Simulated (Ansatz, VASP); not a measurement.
**One calculation of AlN, two programs**

```
Al N
1.0
     3.13025    0.00000    0.00000
    -1.56512    2.71087    0.00000
     0.00000    0.00000    5.01799
Al N
2 2
Direct
  0.33333 0.66667 0.99923
  0.66667 0.33333 0.49923
  0.33333 0.66667 0.38077
  0.66667 0.33333 0.88077
```

Alike in both runs: task single point; functional r2SCAN; k mesh 12 × 12 × 6; occupations gaussian, width 0.02 eV; no spin polarisation.

|  | VASP | Ansatz |
| --- | --- | --- |
| version | VASP 6.6.1 | Ansatz 0.2.0 |
| potentials or method | VASP PAW PBE potentials, release 64 (Al, N) | scalar-relativistic, plane waves, PAW |
| plane-wave cutoff (eV) | 520 | 500 |
| valence electrons in the cell | 16 | 16 |

Ansatz gave:

```
gap on the k mesh at the Fermi level (eV) : 4.67
least direct gap on the mesh (eV)         : 4.67
```

Task: Which values does VASP return?

Result: gap on the k mesh at the Fermi level (eV): 4.71; least direct gap on the mesh (eV): 4.71.

The functional is the same, so the differences come from potentials, cutoffs and numerics.

 A k mesh can miss the band edges. r2SCAN opens gaps a little over a GGA but as a rule still falls short of measured ones.
